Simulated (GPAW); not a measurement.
Crystal: Mn3Si.

```
Mn Si
1.0
     0.00000    2.86100    2.86100
     2.86100    0.00000    2.86100
     2.86100    2.86100    0.00000
Mn Si
3 1
Cartesian
  4.2915 4.2915 4.2915
  1.4305 1.4305 1.4305
  2.8610 2.8610 2.8610
  0.0000 0.0000 0.0000
```

```yaml
Program: GPAW 26.7.0
Task: relaxation of cell and atoms
Functional: PBEsol
Dispersion: D3(BJ)
Potentials_or_basis: PAW data sets generated in the run's folder for this functional
Cutoff: 600 eV
Basis: pw
k_mesh: 6 × 6 × 6
Occupations: fermi-dirac, width 0.05 eV
Spin: collinear spin, ferromagnetic start
Starting_moments: "[4.0, 4.0, 4.0, 0.0] μB"
```

At the start: pressure -19.4 GPa; volume 11.71 Å³/atom.

**Question.** Where does the relaxation end?

**Answer.** Over 5 steps the energy falls by 72.2 meV/atom and the volume is 10.61 Å³/atom (-9.4 %); space group Fm-3m (No. 225, to 0.05 Å); moment 1.09 μB per cell.

The path:
| step | energy change (eV) | largest force (eV/Å) | pressure (GPa) | volume (Å³) |
| --- | --- | --- | --- | --- |
| 1 | 0.0000 | 0.0000 | -19.42 | 46.84 |
| 2 | -0.0798 | 0.0000 | -17.00 | 46.13 |
| 3 | -0.2836 | 0.0000 | 2.95 | 41.95 |
| 4 | -0.2889 | 0.0000 | -0.30 | 42.50 |
| 5 | -0.2888 | 0.0000 | -0.01 | 42.44 |

Final structure:
```
CELL_PARAMETERS angstrom
0.00000 2.76862 2.76862
2.76862 0.00000 2.76862
2.76862 2.76862 0.00000
ATOMIC_POSITIONS crystal
Mn 0.75000 0.75000 0.75000
Mn 0.25000 0.25000 0.25000
Mn 0.50000 0.50000 0.50000
Si 0.00000 0.00000 0.00000
```

Caveat: each step starts from the last one's moments, so a moment once lost doesn't come back; later steps reuse the first step's grids; pairwise dispersion overbinds metals, which lowers pressure and volume.
